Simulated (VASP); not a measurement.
A calculation with VASP 6.6.1 of Ni (native input, structure from a POSCAR):

Contents of INCAR:

```
SYSTEM = Ni
  PREC = Accurate
  ENCUT = 550
  EDIFF = 1E-6
  ISMEAR = 0
  SIGMA = 0.02
  LREAL = .FALSE.
  LASPH = .TRUE.
  NELM = 150
  ALGO = Normal
  ISIF = 2
  LWAVE = .FALSE.
  LCHARG = .FALSE.
  ISPIN = 2
  MAGMOM = 1
  LORBIT = 11
  LMAXMIX = 4
  GGA = RP
  NBANDS = 15
```

File KPOINTS:

```
regular mesh
0
G
  13 13 13
  0 0 0
```

Contents of POSCAR:

```
Ni
1.0
   -1.3837154700      1.3837154700      1.3837154700
    1.3837154700     -1.3837154700      1.3837154700
    1.3837154700      1.3837154700     -1.3837154700
Ni
1
Cartesian
    0.0000000000      0.0000000000      0.0000000000
```

Potentials or basis: VASP PAW PBE potentials, release 64 (Ni_GW).

Run with:

```console
$ cat potpaw_PBE.64/Ni_GW/POTCAR > POTCAR
$ mpirun -np 1 vasp_std > vasp.out
```

This isn't the form of Ni at room conditions, which is fcc.

Question: Write the same calculation in another form: ASE script, structure typed inline.

Answer: As run:

Contents of run.py:

```python
from ase import Atoms
from ase.calculators.vasp import Vasp
from ase.dft.bandgap import bandgap

atoms = Atoms(
    ['Ni'],
    cell=[[-1.38371547, 1.38371547, 1.38371547], [1.38371547, -1.38371547, 1.38371547], [1.38371547, 1.38371547, -1.38371547]],
    scaled_positions=[[0.0, 0.0, 0.0]],
    pbc=True,
)
atoms.set_initial_magnetic_moments([1.0])
calc = Vasp(
    directory='calc',
    xc='rpbe',
    pp='PBE',
    setups={'base': 'minimal', 'Ni': '_GW'},
    prec='Accurate',
    encut=550,
    ediff=1e-07,
    ismear=0,
    sigma=0.02,
    lreal=False,
    lasph=True,
    nelm=100,
    algo='Fast',
    isif=2,
    lwave=False,
    lcharg=False,
    ispin=2,
    lorbit=11,
    lmaxmix=4,
    kpts=[13, 13, 13],
    gamma=True,
)
atoms.calc = calc

print('energy (eV):', atoms.get_potential_energy())
print('free energy (eV):', atoms.get_potential_energy(force_consistent=True))
print('forces (eV/A):')
print(atoms.get_forces())
print('stress (eV/A^3, Voigt):', atoms.get_stress())
print('Fermi level (eV):', calc.get_fermi_level())
print('moment (muB):', atoms.get_magnetic_moment())
print('site moments (muB):', atoms.get_magnetic_moments())
gap, top, bottom = bandgap(calc)
print('band gap (eV):', gap, 'from (spin, k, band)', top, 'to', bottom)
```

Potentials or basis: VASP PAW PBE potentials, release 64 (Ni_GW).

The run is started by

```sh
$ python run.py
```

Both were run:

|  | native input, structure from a POSCAR | ASE script, structure typed inline |
| --- | --- | --- |
| Pressure | 12.2 GPa | 12.2 GPa |
| Band gap on the k mesh | none (metal or under the smearing width) | none (metal or under the smearing width) |
| Net moment | 0.59 μB per cell | 0.59 μB per cell |
| Site moments | Ni +0.59 μB | Ni +0.59 μB |
| Valence electrons inside the program's atomic spheres | Ni 9.29 | Ni 9.29 |

Keys that steer only the numerical path or the files written may differ.

Caveat: the PAW data sets were made with another functional, which shifts forces and pressure a little.
